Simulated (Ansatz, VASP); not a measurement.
Two plane-wave programs on ZrC

File INCAR:

```
SYSTEM = ZrC
PREC = Accurate ; ENCUT = 520
EDIFF = 1E-7 ; ISMEAR = -1
SIGMA = 0.05 ; LREAL = .FALSE.
LASPH = .TRUE. ; NELM = 100
ALGO = Normal ; ISIF = 2
LWAVE = .FALSE. ; LCHARG = .FALSE.
GGA = PS ; NBANDS = 24
```

KPOINTS

```
regular mesh
0
G
  9 9 5
  0 0 0
```

POSCAR

```
ZrC
1.0
    3.3914762718      0.0000000000      0.0000000000
   -1.6957381359      2.9371046077      0.0000000000
    0.0000000000      0.0000000000      5.2900530000
Zr C
2 2
Direct
    0.6666666667      0.3333333333      0.7500000000
    0.3333333333      0.6666666667      0.2500000000
    0.0000000000      0.0000000000      0.5000000000
    0.0000000000      0.0000000000      0.0000000000
```

input.yaml

```yaml
crystal:
  lattice:
    - [3.3914762718, 0.0, 0.0]
    - [-1.6957381359, 2.9371046077, 0.0]
    - [0.0, 0.0, 5.290053]
  atoms:
    - { symbol: Zr, position: [0.6666666667, 0.3333333333, 0.75] }
    - { symbol: Zr, position: [0.3333333333, 0.6666666667, 0.25] }
    - { symbol: C, position: [0.0, 0.0, 0.5] }
    - { symbol: C, position: [0.0, 0.0, 0.0] }
hamiltonian:
  xc: pbesol
  pseudopotentials: { kind: paw }
kpoints:
  mp_grid: { grid: [9, 9, 5] }
scf:
  occupations: { method: fermi_dirac, width: 0.05 }
output:
  forces: true
  stress: true
  eigenvalues: true
  write_density: true
  write_potential: true
  elf: true
  volumetric_format: npy
```

The cell comes from a database or a generator and needn't be the stable form of this composition.

Alike in both runs: task single point; functional PBEsol; k mesh 9 × 9 × 5; occupations fermi-dirac, width 0.05 eV; no spin polarisation.

|  | VASP | Ansatz |
| --- | --- | --- |
| version | VASP 6.6.1 | Ansatz 0.2.0 |
| potentials or method | VASP PAW PBE potentials, release 64 (Zr_sv, C) | Ansatz PAW |
| plane-wave cutoff (eV) | 520 | 420 |
| valence electrons in the cell | 32 | 32 |

|  | VASP | Ansatz | Ansatz less VASP |
| --- | --- | --- | --- |
| gap on the k mesh at the Fermi level (eV) | none | none | - |
| pressure (GPa) | -7.5 | -7.8 | -0.34 |
| largest component of the traceless stress (GPa) | 1.15 | 1.17 | +0.017 |

A gap of «none» marks a metal or a gap that the smearing closes.

Caveats: the PAW data sets were made with another functional, which shifts forces and pressure a little (VASP); the PAW data sets come from PBE, with cores solved anew for the run's functional, which leaves a small shift of forces and pressure (Ansatz).
